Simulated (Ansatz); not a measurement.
## Response of Rb to small distortions

```
CELL_PARAMETERS angstrom
4.62467 0.00000 0.00000
0.00000 4.62467 0.00000
0.00000 0.00000 4.62467
ATOMIC_POSITIONS crystal
Rb 0.00000 0.00000 0.00000
```

The cell was built from the sc type and relaxed in the same program, and has space group Pm-3m; it needn't be a known or the stable phase.

Method: Ansatz 0.2.0, DFT, PBE, all-electron LAPW, scalar-relativistic.

The runs use a Γ-centred 10×10×10 k mesh, Fermi–Dirac smearing of 0.08 eV, basis error target 0.5 meV/atom, no spin polarisation.

The unchanged cell is at 0.00 GPa.

In a metal, stresses and small energies carry noise from the k mesh.

x, y and z are the Cartesian axes of the cell as listed; fractional coordinates follow a strain, and an engineering shear is twice the off-diagonal strain component.

With xy engineering shear strain of -3 %: energy change under 1 meV/atom; stress change (xx, yy, zz, yz, xz, xy) 0.00, 0.00, 0.00, 0.00, 0.00, -0.03 GPa, compression positive.

With this change (z strained by +1 % at fixed volume), what becomes of the energy and stress?

Energy change under 1 meV/atom; stress change (xx, yy, zz, yz, xz, xy) 0.03, 0.03, -0.06, 0.00, 0.00, 0.00 GPa, compression positive.
